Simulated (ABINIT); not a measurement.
Set up this calculation in ABINIT 10.8.3 (patched build), as the native input.

```yaml
Task: equation of state
Functional: PBEsol
Potentials_or_basis: PseudoDojo NC SR PBEsol v0.4.1 standard
Cutoff: 1116 eV
k_mesh: 10 × 10 × 6
Occupations: fermi-dirac, width 0.05 eV
Spin: no spin polarisation
```

Crystal: Ag.

```xyz
2
Lattice="2.9300 0.0000 0.0000 -1.4650 2.5375 0.0000 0.0000 0.0000 4.7900" Properties=species:S:1:pos:R:3 pbc="T T T"
Ag    1.4650    0.8458    3.5925
Ag    0.0000    1.6916    1.1975
```

This isn't the form of Ag at room conditions, which is fcc.

One way to write it, as run:

run.abi

```
# Datasets: one volume each
ndtset 7
getwfk -1
scalecart1 3*0.9795861087
scalecart2 3*0.9864848297
scalecart3 3*0.9932883884
scalecart4 3*1.0000000000
scalecart5 3*1.0066227096
scalecart6 3*1.0131594038
scalecart7 3*1.0196128224

# Pseudopotentials
pp_dirpath "./"
pseudos "Ag.upf"

# Structure
acell 2.93 2.93 4.79 Angstrom
rprim
     1.0000000000     0.0000000000     0.0000000000
    -0.5000000000     0.8660254038     0.0000000000
     0.0000000000     0.0000000000     1.0000000000
ntypat 1
znucl 47
natom 2
typat 1 1
xred
     0.6666666667     0.3333333333     0.7500000000
     0.3333333333     0.6666666667     0.2500000000

# Plane-wave basis
ecut 41.0

# k points
kptopt 1
ngkpt 10 10 6
nshiftk 1
shiftk 0.0 0.0 0.0

# Exchange and correlation
ixc -116133

# Bands and occupations
nband 23
occopt 3
tsmear 0.05 eV

# SCF cycle
nstep 100
tolvrs 1.0e-10

# Output
iomode 3
prtwf 1
prtden 0
prteig 0
prtebands 0
```

Potentials or basis: PseudoDojo NC SR PBEsol v0.4.1 standard.

Command:

```bash
$ abinit run.abi > log 2>&1
```

Results of the run:

```json
{
 "Equilibrium volume": "16.73 Å³/atom (rough: see the caveat)",
 "Bulk modulus at fixed shape and positions": "117 GPa (rough)"
}
```

Caveat: pressures at fixed basis lie under the slope of the energies; the minimum lies outside the volumes run; the cell was scaled at fixed shape and fractional positions, which overstates the stiffness of a crystal with free parameters, most of all of layers and chains.

Wall time 10 min on 1 thread of Arm Neoverse V2, with other jobs on the host, peak memory 0.16 GiB.
